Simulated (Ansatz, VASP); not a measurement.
**Sc in VASP and in Ansatz**

```
Sc
1.0
     2.09645    0.00000    0.00000
     0.00000    2.09645    0.00000
     0.00000    0.00000    2.09645
Sc
1
Direct
  0.00000 0.00000 0.00000
```

Change from the starting cell: volume scaled by 0.4, PAW files.

Alike in both runs: task single point; functional LDA; k mesh 15 × 15 × 15; occupations fermi-dirac, width 0.05 eV; no spin polarisation.

|  | VASP | Ansatz |
| --- | --- | --- |
| version | VASP 6.6.1 | Ansatz 0.2.0 |
| potentials or method | VASP PAW LDA potentials, release 64 (Sc_sv) | PAW with Ansatz's default frozen-core files, scalar-relativistic |
| plane-wave cutoff (eV) | 520 | 420 |
| valence electrons in the cell | 11 | 11 |

|  | VASP | Ansatz | Ansatz less VASP |
| --- | --- | --- | --- |
| pressure (GPa) | 198.6 | 186.7 | -11.85 |

Caveats: the cell as given lies far from equilibrium; so large a pressure means that the cell lies far from this level's equilibrium, or that cutoff or potentials fall short (VASP).
